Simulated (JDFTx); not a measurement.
# WS2 (Tungstenite) (P6_3/mmc) in JDFTx: further runs

Aim: see how the results for WS2 (Tungstenite) move with the level of theory and the settings. Levels: PBEsol, LDA. Tasks: single point.

Program: JDFTx 1.7.0 (patched build). These are calculated values, not measurements. Logs are shortened: lines on timing, memory, paths and dates and some standing lists are left out, and cuts for length are marked. The log counts tension as positive stress, the text compression.

**1. The crystal as given**

The structure is hexagonal, space group P6_3/mmc (No. 194). Conventional cell: a = 3.180 Å, b = 3.180 Å, c = 12.500 Å, α = 90.00°, β = 90.00°, γ = 120.00°. Around W (site symmetry -6m2) lie 6 S at 2.41 Å. S (site symmetry 3m) has 3 W at 2.41 Å as nearest neighbours.

**2. Single point, PBEsol**

WS2.in

```
lattice \
    6.0093290763    -3.0046645382     0.0000000000 \
    0.0000000000     5.2042316397     0.0000000000 \
    0.0000000000     0.0000000000    23.6215765578
coords-type Cartesian
ion W      3.0046645385     1.7347438797    17.7161824184 1
ion W     -0.0000000003     3.4694877600     5.9053941395 1
ion S      3.0046645385     1.7347438797     8.8580912092 1
ion S     -0.0000000003     3.4694877600    20.6688794881 1
ion S      3.0046645385     1.7347438797     2.9526970697 1
ion S     -0.0000000003     3.4694877600    14.7634853486 1

ion-species pseudo/W.upf
ion-species pseudo/S.upf
elec-cutoff 37 296
elec-ex-corr gga-PBEsol
kpoint-folding 4 4 1
elec-smearing Fermi 0.0018374661
elec-n-bands 34
electronic-SCF nIterations 100 energyDiffThreshold 1e-09
electronic-minimize nIterations 30 energyDiffThreshold 1e-7
converge-empty-states yes
forces-output-coords Cartesian

dump-name run.$VAR
dump End Ecomponents EigStats BandEigs Kpoints Forces Stress ElecDensity
```

Potentials or basis: PseudoDojo-SR-PBEsol-0.4.1-standard with smoothed tails.

Run with:

```
$ jdftx -c 1 -i WS2.in -o WS2.out
```

Log:

```text
*************** JDFTx 1.7.0 (patched build) ***************

Input parsed successfully to the following command list (including defaults):
[... the input with its defaults ...]

---------- Setting up symmetries ----------

Found 24 point-group symmetries of the bravais lattice
Found 24 space-group symmetries with basis
Applied RMS atom displacement 3.75277e-10 bohrs to make symmetries exact.

---------- Initializing the Grid ----------
R =
[      6.00933     -3.00466            0  ]
[            0      5.20423            0  ]
[            0            0      23.6216  ]
unit cell volume = 738.74
G =
[    1.04557   0.603661         -0  ]
[          0    1.20732          0  ]
[          0         -0   0.265993  ]
Minimum fftbox size, Smin = [  48  48  184  ]
Chosen fftbox size, S = [  48  48  192  ]

---------- Initializing tighter grid for wavefunction operations ----------
R =
[      6.00933     -3.00466            0  ]
[            0      5.20423            0  ]
[            0            0      23.6216  ]
unit cell volume = 738.74
G =
[    1.04557   0.603661         -0  ]
[          0    1.20732          0  ]
[          0         -0   0.265993  ]
Minimum fftbox size, Smin = [  36  36  132  ]
Chosen fftbox size, S = [  36  36  140  ]

---------- Exchange Correlation functional ----------
Initalized PBEsol GGA exchange.
Initalized PBEsol GGA correlation.

---------- Setting up pseudopotentials ----------
Width of ionic core gaussian charges (only for fluid interactions / plotting) set to 0

Reading pseudopotential file 'pseudo/W.upf':
  'W' pseudopotential, 'PBESOL' functional
  Generated using ONCVPSP code by D. R. Hamann
  14 valence electrons, 4 orbitals, 8 projectors, 1001 radial grid points, with lMax = 3
    5S    l: 0   occupation:  2.0   eigenvalue: -2.907164
    5P    l: 1   occupation:  6.0   eigenvalue: -1.588366
    5D    l: 2   occupation:  4.0   eigenvalue: -0.165815
    6S    l: 0   occupation:  2.0   eigenvalue: -0.211168
  Core radius for overlap checks: 2.00 bohrs.

Reading pseudopotential file 'pseudo/S.upf':
  'S' pseudopotential, 'PBESOL' functional
  Generated using ONCVPSP code by D. R. Hamann
  6 valence electrons, 2 orbitals, 6 projectors, 1001 radial grid points, with lMax = 2
    3S    l: 0   occupation:  2.0   eigenvalue: -0.631879
    3P    l: 1   occupation:  4.0   eigenvalue: -0.256451
  Core radius for overlap checks: 1.58 bohrs.

Initialized 2 species with 6 total atoms.

Folded 1 k-points by 4x4x1 to 16 k-points.

---------- Setting up k-points, bands, fillings ----------
Reduced to 4 k-points under symmetry.
Computing the number of bands and number of electrons
Calculating initial fillings.
nElectrons:  52.000000   nBands: 34   nStates: 4

----- Setting up reduced wavefunction bases (one per k-point) -----
average nbasis = 7938.312 , ideal nbasis = 7941.235

---------- Setting up ewald sum ----------
Optimum gaussian width for ewald sums = 2.675359 bohr.
Real space sum over 1183 unit cells with max indices [  6  6  3  ]
Reciprocal space sum over 3751 terms with max indices [  5  5  15  ]

---------- Allocating electronic variables ----------
Initializing wave functions:  linear combination of atomic orbitals
W pseudo-atom occupations:   s ( 2 2 )  p ( 6 )  d ( 4 )
S pseudo-atom occupations:   s ( 2 )  p ( 4 )
	FillingsUpdate:  mu: +0.375394945  nElectrons: 52.000000
LCAOMinimize: Iter:   0  F: -178.9367135667692139  |grad|_K:  1.236e-02  alpha:  1.000e+00
	FillingsUpdate:  mu: +0.412708656  nElectrons: 52.000000
LCAOMinimize: Iter:   1  F: -178.9997618363316576  |grad|_K:  7.044e-03  alpha:  9.442e-02  linmin: -4.634e-01  cgtest:  9.712e-01
LCAOMinimize: Encountered beta<0, resetting CG.
[... 12 lines of inner loops ...]
LCAOMinimize: Iter:   6  F: -179.0300532559083138  |grad|_K:  5.995e-06  alpha:  2.686e-01  linmin:  1.144e-05  cgtest:  7.263e-05
	FillingsUpdate:  mu: +0.450881810  nElectrons: 52.000000
LCAOMinimize: Iter:   7  F: -179.0300533154789093  |grad|_K:  7.748e-07  alpha:  6.053e-01  linmin:  1.482e-05  cgtest: -1.088e-03
LCAOMinimize: Converged (|Delta F|<1.000000e-06 for 2 iters).

-------- Electronic minimization -----------
Will mix electronic density at each iteration.
	FillingsUpdate:  mu: +0.450881810  nElectrons: 52.000000
	FillingsUpdate:  mu: +0.438871950  nElectrons: 52.000000
SCF: Cycle:  0   F: -179.199312908317864   dF: -1.693e-01   |Residual|: 2.431e-01   |deigs|: 1.496e-02
	FillingsUpdate:  mu: +0.435163626  nElectrons: 52.000000
SCF: Cycle:  1   F: -179.356070229751737   dF: -1.568e-01   |Residual|: 1.238e-01   |deigs|: 7.250e-03
	FillingsUpdate:  mu: +0.429652044  nElectrons: 52.000000
SCF: Cycle:  2   F: -179.401821555686780   dF: -4.575e-02   |Residual|: 3.485e-02   |deigs|: 9.142e-03
	FillingsUpdate:  mu: +0.431536732  nElectrons: 52.000000
SCF: Cycle:  3   F: -179.403018639319924   dF: -1.197e-03   |Residual|: 2.081e-02   |deigs|: 2.418e-03
	FillingsUpdate:  mu: +0.433449068  nElectrons: 52.000000
SCF: Cycle:  4   F: -179.402810162237500   dF: +2.085e-04   |Residual|: 1.077e-02   |deigs|: 1.499e-03
	FillingsUpdate:  mu: +0.433233143  nElectrons: 52.000000
SCF: Cycle:  5   F: -179.403196679301743   dF: -3.865e-04   |Residual|: 2.730e-03   |deigs|: 5.418e-04
	FillingsUpdate:  mu: +0.433307807  nElectrons: 52.000000
SCF: Cycle:  6   F: -179.403215236625783   dF: -1.856e-05   |Residual|: 1.242e-03   |deigs|: 2.265e-04
	FillingsUpdate:  mu: +0.433415998  nElectrons: 52.000000
SCF: Cycle:  7   F: -179.403218861111213   dF: -3.624e-06   |Residual|: 3.492e-04   |deigs|: 1.241e-04
	FillingsUpdate:  mu: +0.433451762  nElectrons: 52.000000
SCF: Cycle:  8   F: -179.403219731120515   dF: -8.700e-07   |Residual|: 1.558e-04   |deigs|: 3.201e-05
	FillingsUpdate:  mu: +0.433452494  nElectrons: 52.000000
SCF: Cycle:  9   F: -179.403220124092940   dF: -3.930e-07   |Residual|: 1.306e-04   |deigs|: 7.219e-06
	FillingsUpdate:  mu: +0.433450234  nElectrons: 52.000000
SCF: Cycle: 10   F: -179.403220247804512   dF: -1.237e-07   |Residual|: 1.334e-04   |deigs|: 7.245e-06
	FillingsUpdate:  mu: +0.433450958  nElectrons: 52.000000
SCF: Cycle: 11   F: -179.403220356421485   dF: -1.086e-07   |Residual|: 1.435e-05   |deigs|: 1.110e-05
	FillingsUpdate:  mu: +0.433452088  nElectrons: 52.000000
SCF: Cycle: 12   F: -179.403220378674376   dF: -2.225e-08   |Residual|: 1.462e-05   |deigs|: 2.205e-06
	FillingsUpdate:  mu: +0.433451201  nElectrons: 52.000000
SCF: Cycle: 13   F: -179.403220388841959   dF: -1.017e-08   |Residual|: 3.628e-06   |deigs|: 2.489e-06
	FillingsUpdate:  mu: +0.433451293  nElectrons: 52.000000
SCF: Cycle: 14   F: -179.403220393107716   dF: -4.266e-09   |Residual|: 1.102e-05   |deigs|: 7.103e-07
	FillingsUpdate:  mu: +0.433451053  nElectrons: 52.000000
SCF: Cycle: 15   F: -179.403220395942270   dF: -2.835e-09   |Residual|: 5.930e-06   |deigs|: 1.133e-06
	FillingsUpdate:  mu: +0.433450895  nElectrons: 52.000000
SCF: Cycle: 16   F: -179.403220396752516   dF: -8.102e-10   |Residual|: 2.954e-06   |deigs|: 5.596e-07
	FillingsUpdate:  mu: +0.433450785  nElectrons: 52.000000
SCF: Cycle: 17   F: -179.403220397124073   dF: -3.716e-10   |Residual|: 1.414e-06   |deigs|: 4.457e-07
SCF: Converged (|Delta E|<1.000000e-09 for 2 iters).

Setting wave functions to eigenvectors of Hamiltonian
Converging empty states (this may take a while):
EmptyStates: None of the convergence criteria satisfied.
|deigs|: 5.639e-04

# Stress tensor in Cartesian coordinates [Eh/a0^3]:
[  0.000131512            0            0  ]
[            0  0.000131512            0  ]
[            0            0  4.00513e-05  ]

# Ionic positions in cartesian coordinates:
ion W   3.004664538183333   1.734743879900000  17.716182418366667 1
ion W   0.000000000016666   3.469487759800000   5.905394139466666 1
ion S   3.004664538183333   1.734743879900000   8.858091209216665 1
ion S   0.000000000016666   3.469487759800000  20.668879488116669 1
ion S   3.004664538183333   1.734743879900000   2.952697069716667 1
ion S   0.000000000016666   3.469487759800000  14.763485348616666 1

# Forces in Cartesian coordinates:
force W   0.000000000000000   0.000000000000000  -0.000000000000000 1
force W   0.000000000000000   0.000000000000000  -0.000000000000000 1
force S  -0.000000000000000  -0.000000000000000  -0.004419755789734 1
force S  -0.000000000000000   0.000000000000000  -0.004419755789729 1
force S  -0.000000000000000  -0.000000000000000   0.004419755789733 1
force S   0.000000000000000   0.000000000000000   0.004419755789728 1

# Energy components:
   Eewald =     -117.1481337680538246
       EH =       53.4513772383818591
     Eloc =     -174.1200353877101747
      Enl =       31.3529863782899341
      Exc =      -45.5938367155248301
 Exc_core =       16.5288921864569076
       KE =       56.1255296943986082
-------------------------------------
     Etot =     -179.4032203737615419
       TS =        0.0000000233625310
-------------------------------------
        F =     -179.4032203971240733

IonicMinimize: Iter:   0  F: -179.403220397124073  |grad|_K:  2.083e-03
IonicMinimize: None of the convergence criteria satisfied after 0 iterations.

#--- Lowdin population analysis ---
# oxidation-state W +0.427 +0.427
# oxidation-state S -0.097 -0.097 -0.097 -0.097

Dumping 'run.eigStats' ...
	eMin: -2.331575 at state 0 ( [ +0.000000 +0.000000 +0.000000 ] spin 0 )
	HOMO: +0.410362 at state 0 ( [ +0.000000 +0.000000 +0.000000 ] spin 0 )
	mu  : +0.433451
	LUMO: +0.459944 at state 1 ( [ +0.000000 +0.250000 +0.000000 ] spin 0 )
	eMax: +0.588637 at state 3 ( [ +0.250000 +0.250000 +0.000000 ] spin 0 )
	HOMO-LUMO gap: +0.049582
	Optical gap  : +0.082267 at state 0 ( [ +0.000000 +0.000000 +0.000000 ] spin 0 )
WARNING: the last solve of the electrons (or of bands or displaced states from it) ended unconverged.
Done!
[note: mu as printed may lie anywhere between the filled and the empty levels]
```

Wall time 75 s (1 thread of Arm Neoverse V2, shared host); peak memory 0.2 GiB.

Results:

* Free energy: -4881.8103 eV
* Pressure: -3.0 GPa
* Largest force: 0.227 eV/Å
* Band gap on the k mesh: 1.35 eV, indirect (least direct gap 2.24 eV)

Forces in eV/Å, atoms in the order of the input:
```
W    0.000  0.000  0.000
W    0.000  0.000  0.000
S    0.000  0.000 -0.227
S    0.000  0.000 -0.227
S    0.000  0.000  0.227
S    0.000  0.000  0.227
```

Levels at points of the mesh, in eV from the valence-band top:
```tsv
k point	band 23	band 24	band 25	band 26	band 27	band 28	band 29	band 30
(0.00, 0.00, 0.00)	-2.26	-1.56	-1.12	0.00	2.24	2.24	2.25	2.25
(0.00, 0.50, 0.00)	-2.00	-1.84	-1.68	-1.52	2.20	2.23	2.54	2.77
```

Caveat: the k mesh is coarse (spacing up to 0.57 Å⁻¹), so the values aren't converged; the empty levels aren't tightly converged; spin-orbit coupling is left out, which moves the levels of the heavy elements; an odd mesh through Γ misses points on the zone boundary, where band edges often lie; this functional lacks dispersion, which binds the layers, so the pressure and a relaxed spacing across them are unreliable.

**3. Single point, LDA**

WS2.in

```
lattice \
    3.1800000000    -1.5900000000     0.0000000000 \
    0.0000000000     2.7539607840     0.0000000000 \
    0.0000000000     0.0000000000    12.5000000000
latt-scale 1.889726124626 1.889726124626 1.889726124626
coords-type Lattice
ion W      0.6666666667     0.3333333333     0.7500000000 1
ion W      0.3333333333     0.6666666667     0.2500000000 1
ion S      0.6666666667     0.3333333333     0.3750000000 1
ion S      0.3333333333     0.6666666667     0.8750000000 1
ion S      0.6666666667     0.3333333333     0.1250000000 1
ion S      0.3333333333     0.6666666667     0.6250000000 1

ion-species pseudo/W.upf
ion-species pseudo/S.upf
elec-cutoff 35 280
elec-ex-corr lda-PW
kpoint-folding 10 10 3
elec-smearing Gauss 0.00036749322
elec-n-bands 34
electronic-SCF nIterations 100 energyDiffThreshold 1e-09
electronic-minimize nIterations 30 energyDiffThreshold 1e-7
converge-empty-states yes
forces-output-coords Cartesian

dump-name run.$VAR
dump End Ecomponents EigStats BandEigs Kpoints Forces Stress ElecDensity Dtot KEdensity
```

Potentials or basis: PseudoDojo-SR-LDA-0.4.1-standard with smoothed tails.

Run with:

```
$ jdftx -c 1 -i WS2.in -o WS2.out
```

It took 6.9 min on 1 thread of Intel Xeon Platinum 8488C (Sapphire Rapids), shared host; peak memory 0.62 GiB.

It converged, with:

```yaml
Free_energy: -4896.8009 eV
Pressure: -5.9 GPa
Largest_force: 0.388 eV/Å
Band_gap_on_the_k_mesh: 1.04 eV, indirect (least direct gap 2.06 eV)
```

Forces on the atoms (eV/Å):
```
W    0.000  0.000  0.000
W    0.000  0.000  0.000
S    0.000  0.000 -0.388
S    0.000  0.000 -0.388
S    0.000  0.000  0.388
S    0.000  0.000  0.388
```

Stress tensor (GPa, compression positive):
```
-6.56  0.00  0.00
 0.00 -6.56  0.00
 0.00  0.00 -4.69
```

Levels at points of the mesh, in eV from the valence-band top:
```csv
k point,band 22,band 23,band 24,band 25,band 26,band 27,band 28,band 29,band 30,band 31
"(0.00, 0.00, 0.00)",-2.26,-2.26,-1.52,-1.14,0.00,2.23,2.23,2.24,2.24,2.34
"(0.00, 0.50, 0.00)",-2.66,-1.98,-1.81,-1.66,-1.50,2.15,2.19,2.49,2.73,3.03
```

Caveat: spin-orbit coupling is left out, which moves the levels of the heavy elements; an odd mesh through Γ misses points on the zone boundary, where band edges often lie.

(Continued in part 2 of 2.)
